The band gap is the energy between the highest occupied and the lowest empty electron state, here computed with a gradient-corrected density functional for BaTiO₃ in a strained cell. Each row starts from the relaxed cubic crystal, whose own gap in the same calculation is 1.816 eV. In the biaxial rows the two in-plane edges a and b are set together, and the third edge c relaxes until almost no stress is left along it. In the clamped rows only c is changed, while a and b are held.

The biaxial rows resemble a thin film that takes over the in-plane spacing of its substrate. Functionals of this kind make gaps much too small. The useful content of the last column is therefore how the gap shifts with strain, and a short formula can estimate that shift.

Strained BaTiO3, calculated with Ansatz 0.2.0 (PBEsol, plane-wave PAW, scalar-relativistic, no spin polarisation; cutoff 420 eV, 8×8×8 k mesh). Changes are relative to the relaxed cubic cell (Pm-3m, a = 3.970 Å); atoms and any free cell lengths are relaxed within the strained cell's P4/mmm symmetry. Band gaps are indirect and taken on the k mesh.

| strain kind | strain (%) | cell freedom | volume change (%) | a change (%) | c change (%) | band gap (eV) |
| --- | --- | --- | --- | --- | --- | --- |
| biaxial ab | -3 | length and tilt of c free | -3.77 | -3.00 | 2.27 | 1.763 |
| biaxial ab | -2 | length and tilt of c free | -2.55 | -2.00 | 1.47 | 1.783 |
| biaxial ab | -1 | length and tilt of c free | -1.29 | -1.00 | 0.71 | 1.802 |
| biaxial ab | 1 | length and tilt of c free | 1.32 | 1.00 | -0.67 | 1.754 |
| biaxial ab | 2 | length and tilt of c free | 2.68 | 2.00 | -1.30 | 1.692 |
| biaxial ab | 3 | length and tilt of c free | 4.08 | 3.00 | -1.89 | 1.632 |
| clamped c | -3 | cell held, only c stretched | -3.00 | 0.00 | -3.00 | 1.802 |
| clamped c | -2 | cell held, only c stretched | -2.00 | 0.00 | -2.00 | 1.810 |
| clamped c | -1 | cell held, only c stretched | -1.00 | 0.00 | -1.00 | 1.815 |
| clamped c | 1 | cell held, only c stretched | 1.00 | 0.00 | 1.00 | 1.773 |
| clamped c | 2 | cell held, only c stretched | 2.00 | 0.00 | 2.00 | 1.732 |
| clamped c | 3 | cell held, only c stretched | 3.00 | 0.00 | 3.00 | 1.692 |

## Biaxial compression: a smaller crystal with a smaller gap

In the first three rows the film is squeezed in its plane. The c axis lengthens in response, but not enough to restore the volume, so the crystal becomes denser. The gap falls below that of the cube, to 1.763 eV at 3 % compression. Taken alone, these rows might suggest that a smaller volume means a smaller gap.

## Biaxial tension: a larger crystal with a smaller gap still

The next three rows contradict that reading. Here the volume grows, yet the gap falls again, and faster, to 1.632 eV at 3 % tension. No steady rise or fall of the gap with volume can explain this, because the volume changes in opposite directions in the two sets of rows while the gap falls in both.

Small strain is the instructive limit. If the gap ran smoothly through the cube with a slope, 1 % of compression and 1 % of tension would shift it by similar amounts in opposite directions. The table gives a fall of 14 meV on one side and 62 meV on the other. This looks like a sloping line with a downward bend at the cube, and so like two effects: one that changes sign with the strain and one that does not.

Any strain that keeps a and b equal and all angles right can be split into two such parts. The first is the volume change $v$, in percent. The second is the shape change $s$, which is the c change minus the a change, also in percent. A positive $s$ means a cell longer along c than along a, and a negative $s$ means a flattened cell.

## Why a change of shape lowers the gap either way

A particle in a cubic box shows the origin of the bend. Its first excited level consists of three states of equal energy, with one node across x, y or z. If the box is lengthened along z at constant volume, the state with its node across z falls in energy, and the other two rise by half as much. If the box is flattened instead, the pair falls and the single state rises. In both cases the lowest of the three ends up below the original level, and the highest ends up above it.

Cubic BaTiO₃ has such triplets at both edges of its gap. The lowest empty states are three Ti 3d states at the centre of the Brillouin zone, and the highest occupied ones are three O 2p states at its corner. A change of shape splits a triplet into a single state and a pair. The gap is measured from the highest occupied branch to the lowest empty one, so splitting narrows it whichever way the cell is deformed. The box supplies only this counting and the 2:1 ratio of the shifts; which orbital moves down in the crystal, and how far, depends on the atoms.

The 2:1 ratio also helps to tell whether one edge splits or both. If only one edge did, the gap would fall twice as fast for one sign of $s$ as for the other. A least-squares fit to all twelve rows, with separate slopes for long and flat cells, gives nearly the same value for both, 23 and 22 meV per percent of shape change. This points to a splitting at both edges, with the single state leading at one edge while the pair leads at the other.

The energies of the two edges in the same runs show which is which. At small strain, once the part that follows the volume is taken out, the filled edge rises about twice as fast in long cells as in flat ones, and the empty edge falls about twice as fast in flat cells as in long ones. The single state therefore leads at the filled edge in long cells and at the empty edge in flat ones. At the empty edge it is the Ti orbital that lies in the ab plane, and in a flat cell the oxygen neighbours in that plane are the more distant ones.

The volume part does change sign. One likely contribution is electrostatic. An electron on titanium is surrounded by negative oxygen ions, which raise its energy, while an electron on oxygen has positive neighbours, which lower it. Bringing the ions closer strengthens both effects and moves the empty Ti states away from the filled O states. Compression at fixed shape should then widen the gap, and expansion should narrow it. This argument gives the sign only. Formal point charges would be expected to give a far larger shift, and the balance depends on which states bound the gap: when c alone is shortened by 3 %, the smallest direct gap of the same runs falls by 46 meV, from 1.894 to 1.848 eV, while the indirect gap hardly moves.

## Clamped compression: the two parts cancel

In the clamped rows a and b do not move, so the volume change and the shape change are both equal to the strain of c. This makes them the cleanest place to weigh one part against the other. When c is shortened, the smaller volume widens the gap and the flatter shape narrows it. The result is almost no change: even at 3 % compression the gap is 1.802 eV, only 14 meV below the cube. The gap seems indifferent to this strain because two substantial effects oppose each other.

## Clamped stretching: the two parts add

When c is lengthened, the shape part again lowers the gap, and the volume part now does so too. At 3 % the gap is 1.692 eV, a fall of 124 meV. Let $D$ be the fall per percent of volume and $S$ the fall per percent of shape change. The two end rows of the clamped series then give

$$3S + 3D = 124\ \text{meV}, \qquad 3S - 3D = 14\ \text{meV}.$$

Adding and subtracting gives $S \approx 23$ meV and $D \approx 18$ meV. A least-squares fit to all six clamped rows, tied to the cubic gap at zero strain, confirms the first and moves the second to 19 meV. The rule of thumb is therefore

$$E_\text{gap} \approx 1.816\ \text{eV} - (19\ \text{meV})\,v - (23\ \text{meV})\,|s|,$$

with $v$ and $s$ in percent. The bars around $s$ express the splitting: a shape change of either sign costs gap. That one slope serves both signs is not general. It holds here because the two edges split by similar amounts and the single state leads at one edge in long cells and at the other in flat ones; another gap or another crystal may need two slopes.

## Back to the film: two rows by hand

For a film, the c change has to be estimated first. The stress along c vanishes when $C_{11}\varepsilon_c + 2C_{12}\varepsilon_a = 0$, where $\varepsilon_a$ and $\varepsilon_c$ are the strains of a and c, and $C_{11}$ and $C_{12}$ are elastic constants. The calculated stresses of the two clamped rows at 1 % give $2C_{12}/C_{11} \approx 0.7$. So c changes by 0.7 % for every percent of in-plane strain, in the opposite direction. No biaxial row entered this ratio or the two gap coefficients, so the biaxial gaps test these numbers. They do not test the form of the rule independently, since they helped to suggest it.

Take the film stretched by 2 %. The steps are

- c change: $-0.7 \times 2 = -1.4$ %
- volume change: $v = 2 + 2 - 1.4 = 2.6$ %
- shape change: $s = -1.4 - 2 = -3.4$ %
- gap: $1.816 - 0.019 \times 2.6 - 0.023 \times 3.4 = 1.688$ eV

The full calculation gives 1.692 eV. Both parts pull the gap down, and the shape part is the larger.

For the film compressed by 2 %, the same numbers appear with opposite signs, $v = -2.6$ % and $s = +3.4$ %. The volume part now raises the gap, while the shape part lowers it exactly as before:

$$1.816 + 0.019 \times 2.6 - 0.023 \times 3.4 = 1.787\ \text{eV}.$$

The full calculation gives 1.783 eV. The gap falls in a crystal that has become denser because the shape part outweighs the volume part.

For this film the rule shortens further. Each percent of in-plane strain brings 1.3 % of volume change and 1.7 % of shape change. Tension therefore costs $1.7 \times 23 + 1.3 \times 19 \approx 64$ meV per percent, and compression costs $1.7 \times 23 - 1.3 \times 19 \approx 14$ meV. For another way of holding the same crystal, the question to ask is whether the volume part helps the shape part or opposes it.

## How good the estimate is

Over the twelve rows the hand rule stays within 10 meV of the calculated gap. For the stretched film that is an error of at most about 4 % of the shift. The largest miss is at 3 % biaxial compression, where the rule finds only about four fifths of a 53 meV fall. Much of this comes from the c axis, which lengthens there by 2.27 % and not by the estimated 2.1 %; with the calculated lengths the miss drops to about 3 meV.

The rule is least useful, in relative terms, where its two parts nearly cancel. Under clamped compression the calculated fall grows faster than in proportion to the strain, whereas the rule draws a straight line. Small curved contributions, hidden elsewhere beneath the large linear ones, become visible here. The rule still says correctly that the gap hardly moves, but it should not be used to compare one such row with the next.

## Where the rule stops

The coefficients belong to strains of up to 3 % that keep a equal to b and all angles right. Equal compression from all sides is the limit $s = 0$, in which the rule predicts a wider gap. That prediction rests on separating the two parts, since every strained row in the table changes shape as well as volume. Spin–orbit coupling, which the calculation leaves out, would split the triplets even without strain and so change how strongly the gap responds to shape, most of all close to the cube; how far out its effect reaches was not computed.

The most serious restriction concerns real films. BaTiO₃ tends to become polar, with titanium shifted off the centre of its oxygen cage, and strain affects that shift strongly. The symmetry kept in these calculations forbids it, so the table describes a nonpolar crystal held in place. In a polar film the off-centre shift can itself change the gap and the length of c, and the 64 and 14 meV per percent should not be used as design values there.
